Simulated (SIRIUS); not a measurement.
# Ag (P6_3/mmc) in SIRIUS: convergence with k mesh, part 2 of 2

SIRIUS 7.12.0. Earlier steps stand in the parts before.

### 7 With k mesh 10 × 10 × 6

Contents of sirius.json:

```json
{
  "control": {
    "processing_unit": "cpu",
    "std_evp_solver_name": "lapack",
    "gen_evp_solver_name": "lapack",
    "verbosity": 2,
    "print_forces": true,
    "ortho_rf": true,
    "use_second_variation": true,
    "rmt_max": 3.0,
    "num_bands_to_print": 24,
    "save_wf": true
  },
  "parameters": {
    "electronic_structure_method": "full_potential_lapwlo",
    "xc_functionals": ["XC_GGA_X_PBE_SOL", "XC_GGA_C_PBE_SOL"],
    "core_relativity": "dirac",
    "valence_relativity": "iora",
    "num_fv_states": 30,
    "smearing": "fermi_dirac",
    "smearing_width": 0.0018374661,
    "pw_cutoff": 20,
    "gk_cutoff": 3.46,
    "lmax_apw": 10,
    "lmax_rho": 8,
    "lmax_pot": 8,
    "num_mag_dims": 0,
    "auto_rmt": 0,
    "ngridk": [10, 10, 6],
    "shiftk": [0, 0, 0],
    "num_dft_iter": 80,
    "energy_tol": 1e-07,
    "density_tol": 1e-05,
    "use_symmetry": true
  },
  "settings": {"tol_ne": 1e-10},
  "iterative_solver": {"type": "exact"},
  "mixer": {"type": "anderson", "beta": 0.5, "max_history": 8},
  "unit_cell": {
    "lattice_vectors": [[5.5368975452, 0.0, 0.0], [-2.7684487726, 4.7950939323, 0.0], [0.0, 0.0, 9.051788137]],
    "atom_types": ["Ag"],
    "atom_files": {"Ag": "Ag.json"},
    "atoms": {"Ag": [[0.6666666667, 0.3333333333, 0.75], [0.3333333333, 0.6666666667, 0.25]]}
  }
}
```

Contents of Ag.json:

```json
{
  "name": "silver",
  "symbol": "Ag",
  "number": 47,
  "mass": 107.8682,
  "rmin": 1e-06,
  "rmt": 2.54,
  "nrmt": 800,
  "rinf": 15.52,
  "core": "1s2s2p3s3p3d",
  "valence": [
    {"basis": [{"enu": 0.03, "dme": 0, "n": 0, "auto": 0}, {"enu": 0.03, "dme": 1, "n": 0, "auto": 0}]},
    {"l": 0, "n": 1, "basis": [{"enu": 0.13, "dme": 0, "n": 0, "auto": 0}]},
    {"l": 1, "n": 2, "basis": [{"enu": 0.13, "dme": 0, "n": 0, "auto": 0}]},
    {"l": 2, "n": 3, "basis": [{"enu": 0.1251, "dme": 0, "n": 0, "auto": 0}]},
    {"l": 3, "n": 4, "basis": [{"enu": 0.13, "dme": 0, "n": 0, "auto": 0}]}
  ],
  "lo": [
    {"l": 0, "basis": [{"enu": 0.13, "dme": 0, "n": 0, "auto": 0}, {"enu": 0.13, "dme": 1, "n": 0, "auto": 0}]},
    {
      "l": 0,
      "basis": [{"enu": -3.1797, "dme": 0, "n": 4, "auto": 1}, {"enu": -3.1797, "dme": 1, "n": 4, "auto": 1}]
    },
    {
      "l": 0,
      "basis": [{"enu": -3.1797, "dme": 1, "n": 4, "auto": 1}, {"enu": 0.13, "dme": 0, "n": 0, "auto": 0}]
    },
    {"l": 0, "basis": [{"enu": 0.13, "dme": 0, "n": 0, "auto": 0}, {"enu": 2.61, "dme": 0, "n": 0, "auto": 0}]},
    {"l": 1, "basis": [{"enu": 0.13, "dme": 0, "n": 0, "auto": 0}, {"enu": 0.13, "dme": 1, "n": 0, "auto": 0}]},
    {
      "l": 1,
      "basis": [{"enu": -1.8495, "dme": 0, "n": 4, "auto": 1}, {"enu": -1.8495, "dme": 1, "n": 4, "auto": 1}]
    },
    {
      "l": 1,
      "basis": [{"enu": -1.8495, "dme": 1, "n": 4, "auto": 1}, {"enu": 0.13, "dme": 0, "n": 0, "auto": 0}]
    },
    {"l": 1, "basis": [{"enu": 0.13, "dme": 0, "n": 0, "auto": 0}, {"enu": 2.982, "dme": 0, "n": 0, "auto": 0}]},
    {
      "l": 2,
      "basis": [{"enu": 0.1251, "dme": 0, "n": 0, "auto": 0}, {"enu": 0.1251, "dme": 1, "n": 0, "auto": 0}]
    },
    {
      "l": 2,
      "basis": [{"enu": 0.1251, "dme": 1, "n": 0, "auto": 0}, {"enu": 0.1251, "dme": 2, "n": 0, "auto": 0}]
    },
    {
      "l": 2,
      "basis": [{"enu": 0.1251, "dme": 0, "n": 0, "auto": 0}, {"enu": 2.5431, "dme": 0, "n": 0, "auto": 0}]
    },
    {"l": 3, "basis": [{"enu": 0.13, "dme": 0, "n": 0, "auto": 0}, {"enu": 0.13, "dme": 1, "n": 0, "auto": 0}]},
    {"l": 3, "basis": [{"enu": 0.13, "dme": 0, "n": 0, "auto": 0}, {"enu": 2.827, "dme": 0, "n": 0, "auto": 0}]}
  ],
  "free_atom": [... radial grid and density of the free atom, the start of the SCF ...]
}
```

Contents of sirius_start.json:

```json
{
  "control": {
    "processing_unit": "cpu",
    "std_evp_solver_name": "lapack",
    "gen_evp_solver_name": "lapack",
    "verbosity": 1,
    "print_forces": false,
    "ortho_rf": true,
    "use_second_variation": true,
    "rmt_max": 3.0,
    "num_bands_to_print": 24,
    "save_wf": false
  },
  "parameters": {
    "electronic_structure_method": "full_potential_lapwlo",
    "xc_functionals": ["XC_LDA_X", "XC_LDA_C_PW"],
    "core_relativity": "dirac",
    "valence_relativity": "iora",
    "num_fv_states": 30,
    "smearing": "fermi_dirac",
    "smearing_width": 0.0055123983,
    "pw_cutoff": 20,
    "gk_cutoff": 2.77,
    "lmax_apw": 10,
    "lmax_rho": 8,
    "lmax_pot": 8,
    "num_mag_dims": 0,
    "auto_rmt": 0,
    "ngridk": [4, 4, 2],
    "shiftk": [0, 0, 0],
    "num_dft_iter": 30,
    "energy_tol": 0.01,
    "density_tol": 0.05,
    "use_symmetry": true
  },
  "settings": {"tol_ne": 1e-10},
  "iterative_solver": {"type": "exact"},
  "mixer": {"type": "anderson", "beta": 0.5, "max_history": 8},
  "unit_cell": {
    "lattice_vectors": [[5.5368975452, 0.0, 0.0], [-2.7684487726, 4.7950939323, 0.0], [0.0, 0.0, 9.051788137]],
    "atom_types": ["Ag"],
    "atom_files": {"Ag": "Ag.json"},
    "atoms": {"Ag": [[0.6666666667, 0.3333333333, 0.75], [0.3333333333, 0.6666666667, 0.25]]}
  }
}
```

On the command line:

```console
OMP_NUM_THREADS=1 sirius.scf --input=sirius_start.json --output=start.json
OMP_NUM_THREADS=1 sirius.scf --input=sirius.json --output=output.json --task=1
```

Run time: 47 s. Hardware: 1 thread of Arm Neoverse V1, shared host; peak memory 0.43 GiB.

It converged, with:

```yaml
Free_energy: -289245.8644 eV
Band_gap_on_the_k_mesh: none (metal or under the smearing width)
All_electrons_inside_the_program's_atomic_spheres: Ag 45.81 (radii Ag 2.54 bohr)
```

### 8 With k mesh 12 × 12 × 7

Changes to sirius.json since step 7:

```diff
@@ -28,3 +28,3 @@
     "auto_rmt": 0,
-    "ngridk": [10, 10, 6],
+    "ngridk": [12, 12, 7],
     "shiftk": [0, 0, 0],
```

Ag.json is that of step 7.

Changes to sirius_start.json since step 7:

```diff
@@ -28,3 +28,3 @@
     "auto_rmt": 0,
-    "ngridk": [4, 4, 2],
+    "ngridk": [5, 5, 3],
     "shiftk": [0, 0, 0],
```

Potentials or basis: all-electron FP-LAPW, apw+lo standard.

On the command line:

```console
OMP_NUM_THREADS=1 sirius.scf --input=sirius_start.json --output=start.json
OMP_NUM_THREADS=1 sirius.scf --input=sirius.json --output=output.json --task=1
```

The log of the run:

```text
[info] SIRIUS version : 7.12.0
[info] number of MPI ranks           : 1
[info] MPI grid                      : 1 1
[info] maximum number of OMP threads : 1
[fft] FFT context for density and potential
[fft] =====================================
[fft]   plane wave cutoff                     : 20
[fft]   grid size                             : 40 40 60   total : 96000
[fft]   grid limits                           : -19 20   -19 20   -29 30
[fft]   number of G-vectors within the cutoff : 32547
[fft]   number of G-shells                    : 1682
[fft] FFT context for coarse grid
[fft] =====================================
[fft]   plane wave cutoff                     : 6.92
[fft]   grid size                             : 15 15 24   total : 5400
[fft]   grid limits                           : -7 7   -7 7   -11 12
[fft]   number of G-vectors within the cutoff : 1315
[fft]   number of G-shells                    : 98
[unit cell] lattice vectors
[unit cell]   a1 :       5.5368975452      0.0000000000      0.0000000000
[unit cell]   a2 :      -2.7684487726      4.7950939323      0.0000000000
[unit cell]   a3 :       0.0000000000      0.0000000000      9.0517881370
[unit cell] reciprocal lattice vectors
[unit cell]   b1 :       1.1347844629      0.6551681151     -0.0000000000
[unit cell]   b2 :       0.0000000000      1.3103362303      0.0000000000
[unit cell]   b3 :       0.0000000000     -0.0000000000      0.6941374690
[unit cell] unit cell volume :       240.32446653 [a.u.^3]
[unit cell] 1/sqrt(omega)    :         0.06450613
[unit cell] MT volume        :       137.28394634 (57.12%)
[unit cell] IT volume        :       103.04052020 (42.88%)
[unit cell] number of atom types : 1
[unit cell] type id : 0 symbol : Ag mt_radius :   2.540000 num_atoms : 2
[unit cell] total number of atoms : 2
[unit cell] number of symmetry classes : 1
[unit cell] atom id  type id  class id             position                      vector_field
[unit cell] ------------------------------------------------------------------------------------------
[unit cell]      0        0        0      0.66667   0.33333   0.75000      0.00000   0.00000   0.00000
[unit cell]      1        0        0      0.33333   0.66667   0.25000      0.00000   0.00000   0.00000
[unit cell] atom id         position (Cartesian, a.u.)
[unit cell] ---------------------------------------------
[unit cell]      0       2.768449    1.598365    6.788841
[unit cell]      1      -0.000000    3.196729    2.262947
[unit cell] class id : 0 atom id : 0 1
[unit cell] minimum bond length:     5.536898
[sym] space group number   : 194
[sym] international symbol : P6_3/mmc
[sym] Hall symbol          : -P 6c 2c
[sym] space group transformation matrix :
[... 321 lines left out ...]
[diagonalize] ik:   74   -3.155940   -3.155921   -1.816695   -1.816597   -1.815243   -1.814968   -1.813602   -1.813459    0.010204    0.014732    0.029455    0.033096    0.047059    0.057066    0.072463    0.075787    0.104192    0.108406    0.294948    0.323037    0.400952    0.430247    0.462528    0.500935
[diagonalize] ik:   75   -3.155919   -3.155919   -1.816460   -1.816460   -1.815608   -1.815287   -1.813521   -1.813521    0.017313    0.017313    0.026650    0.035215    0.050557    0.050557    0.068969    0.073405    0.104706    0.104706    0.354735    0.354735    0.392837    0.424230    0.424230    0.432649
[generate_core_charge_density] atom class : 0
[generate_core_charge_density]   n,l,k : 1 0 1  energy :        -929.51530304
[generate_core_charge_density]   n,l,k : 2 0 1  energy :        -136.55941300
[generate_core_charge_density]   n,l,k : 2 1 1  energy :        -126.90149878
[generate_core_charge_density]   n,l,k : 2 1 2  energy :        -120.46330318
[generate_core_charge_density]   n,l,k : 3 0 1  energy :         -24.76059478
[generate_core_charge_density]   n,l,k : 3 1 1  energy :         -20.91870411
[generate_core_charge_density]   n,l,k : 3 1 2  energy :         -19.78227461
[generate_core_charge_density]   n,l,k : 3 2 2  energy :         -12.97512550
[generate_core_charge_density]   n,l,k : 3 2 3  energy :         -12.74614841
[find] Total energy                   :  -10629.58913838 (Ha),  -21259.17827676 (Ry)
[find] iteration : 1, RMS (target) : 1.2130e-01 (1.0000e-05) , energy difference (target) : 6.2870e-05 (1.0000e-07)
[find] Total energy                   :  -10629.58916787 (Ha),  -21259.17833575 (Ry)
[find] iteration : 2, RMS (target) : 1.1529e-02 (1.0000e-05) , energy difference (target) : -2.9494e-05 (1.0000e-07)
[find] Total energy                   :  -10629.58917045 (Ha),  -21259.17834091 (Ry)
[find] iteration : 3, RMS (target) : 1.2650e-03 (1.0000e-05) , energy difference (target) : -2.5820e-06 (1.0000e-07)
[find] Total energy                   :  -10629.58917245 (Ha),  -21259.17834489 (Ry)
[find] iteration : 4, RMS (target) : 7.1849e-05 (1.0000e-05) , energy difference (target) : -1.9911e-06 (1.0000e-07)
[... 15 lines left out ...]
[find] valence_eval_sum               :     -32.60375477
[find] core_eval_sum                  :   -6332.73398098
[find] kinetic energy                 :   11120.20912047
[find] enuc                           :  -12906.29403618
[find] <rho|V^{XC}>                   :    -386.23972893
[find] <rho|E^{XC}>                   :    -293.85068213
[find] <mag|B^{XC}>                   :       0.00000000
[find] <rho|V^{H}>                    :  -17099.30712727
[find] smearing (-TS)                 :      -0.00025402
[find] SCF correction                 :      -0.00001104
[find] Total energy                   :  -10629.58917252 (Ha),  -21259.17834505 (Ry)
[find] Free energy (E-TS)             :  -10629.58942655 (Ha),  -21259.17885309 (Ry)
[find] band gap (eV)                  :       0.00000000
[find] Efermi                         :       0.22493628
[find] iteration : 7, RMS (target) : 6.2034e-07 (1.0000e-05) , energy difference (target) : 8.2910e-09 (1.0000e-07)
[find] converged after 8 SCF iterations!
[find] Charges and magnetic moments
[find] --------------------------------------------------------------------------------
[find] atom      charge    core leakage
[find] --------------------------------------------------------------------------------
[find]    0   45.805333    2.347414e-09
[find]    1   45.805333    2.347414e-09
[find] total core leakage    : 4.69482725e-09
[find] interstitial charge   : 2.389330
[find] total charge          : 93.999996
[find] Energy
[find] --------------------------------------------------------------------------------
[find] valence_eval_sum               :     -32.60375477
[find] core_eval_sum                  :   -6332.73398098
[find] kinetic energy                 :   11120.20912047
[find] enuc                           :  -12906.29403618
[find] <rho|V^{XC}>                   :    -386.23972893
[find] <rho|E^{XC}>                   :    -293.85068213
[find] <mag|B^{XC}>                   :       0.00000000
[find] <rho|V^{H}>                    :  -17099.30712727
[find] smearing (-TS)                 :      -0.00025402
[find] SCF correction                 :      -0.00001104
[find] Total energy                   :  -10629.58917252 (Ha),  -21259.17834505 (Ry)
[find] Free energy (E-TS)             :  -10629.58942655 (Ha),  -21259.17885309 (Ry)
[find] band gap (eV)                  :       0.00000000
[find] Efermi                         :       0.22493628
[ground_state]
[ground_state] ==== total Forces in Ha/bohr =====
[ground_state] atom:    0, force:       0.0000000     -0.0000000     -0.0000000
[ground_state] atom:    1, force:       0.0000000      0.0000000      0.0000000
[ground_state] ==== contribution from density =====
[ground_state] atom:    0, force:       0.0000000      0.0000000     -0.0000000
[ground_state] atom:    1, force:       0.0000000     -0.0000000      0.0000000
[ground_state] ==== contribution from Hartree potential =====
[ground_state] atom:    0, force:       0.0000000     -0.0000000      0.0000000
[ground_state] atom:    1, force:       0.0000000      0.0000000      0.0000000
[ground_state] ==== contribution from IBS =====
[ground_state] atom:    0, force:       0.0000000     -0.0000000      0.0000000
[ground_state] atom:    1, force:       0.0000000      0.0000000      0.0000000
```

Wall time 62 s (1 thread of Arm Neoverse V1, shared host); peak memory 0.48 GiB.

What came out:

| Property | Result |
| --- | --- |
| Free energy | -289245.8635 eV |
| Band gap on the k mesh | none (metal or under the smearing width) |
| All electrons inside the program's atomic spheres | Ag 45.81 (radii Ag 2.54 bohr) |

### 9 The series at a glance

| k mesh | energy less the tightest run, at zero smearing (meV/atom) | SCF cycles | CPU time (s) | peak memory (GiB) |
| --- | --- | --- | --- | --- |
| 2 × 2 × 1 | 1250.52 | 8 | 24 | 0.32 |
| 3 × 3 × 2 | -106.12 | 8 | 26 | 0.32 |
| 4 × 4 × 2 | 59.09 | 8 | 27 | 0.33 |
| 6 × 6 × 4 | 15.08 | 8 | 33 | 0.36 |
| 8 × 8 × 5 | 12.29 | 8 | 38 | 0.38 |
| 10 × 10 × 6 | -0.77 | 7 | 46 | 0.43 |
| 12 × 12 × 7 | 0.00 | 8 | 61 | 0.48 |

Against the tightest run, the energy stays within 1 meV/atom from 10 × 10 × 6 on. Meshes of other sizes hit other points, so gaps and Fermi surfaces needn't settle smoothly. The tightest run that finished is the yardstick and may itself not be fully converged.
